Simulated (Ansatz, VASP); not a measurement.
## Two plane-wave programs on NaH

The input INCAR:

```
PREC = Accurate
ENCUT = 520
EDIFF = 1E-6
ISMEAR = 0
SIGMA = 0.01
LREAL = False
LASPH = True
NELM = 60
ALGO = Normal
ISIF = 2
LWAVE = False
LCHARG = False
GGA = PE
NBANDS = 11
```

File KPOINTS:

```
regular mesh
0
Gamma
  8 8 8
```

File POSCAR:

```
NaH
1.0
    0.0000000000      2.5832927005      2.5832927005
    2.5832927005      0.0000000000      2.5832927005
    2.5832927005      2.5832927005      0.0000000000
Na H
1 1
Direct
    0.0000000000      0.0000000000      0.0000000000
    0.2500000000      0.2500000000      0.2500000000
```

Input for Ansatz:

```yaml
crystal:
  lattice:
    - [0.0, 2.5832927005, 2.5832927005]
    - [2.5832927005, 0.0, 2.5832927005]
    - [2.5832927005, 2.5832927005, 0.0]
  atoms:
    - { symbol: Na, position: [0.0, 0.0, 0.0] }
    - { symbol: H, position: [0.25, 0.25, 0.25] }
kpoints:
  mp_grid: { grid: [8, 8, 8] }
hamiltonian:
  xc: pbe
scf:
  occupations: { method: fixed }
  n_extra_bands: 4
output:
  forces: true
  stress: true
  eigenvalues: true
```

Alike in both runs: task single point; functional PBE; k mesh 8 × 8 × 8; no spin polarisation.

|  | VASP | Ansatz |
| --- | --- | --- |
| version | VASP 6.6.1 | Ansatz 0.2.0 |
| potentials or method | VASP PAW PBE potentials, release 64 (Na_pv, H) | plane waves, PAW |
| plane-wave cutoff (eV) | 520 | 420 |
| occupations | gaussian, width 0.01 eV | fixed |
| valence electrons in the cell | 8 | 10 |

Ansatz gave:

| Quantity | Value |
| --- | --- |
| gap on the k mesh at the Fermi level (eV) | 3.63 |
| pressure (GPa) | 0.5 |

What did VASP give for the same quantities?

gap on the k mesh at the Fermi level (eV): 3.62; pressure (GPa): 0.5.

The two sets of potentials don't hold the same shells in valence.

A k mesh can miss the band edges. Expect the measured gap to be larger: semilocal functionals such as PBE lack the derivative discontinuity.
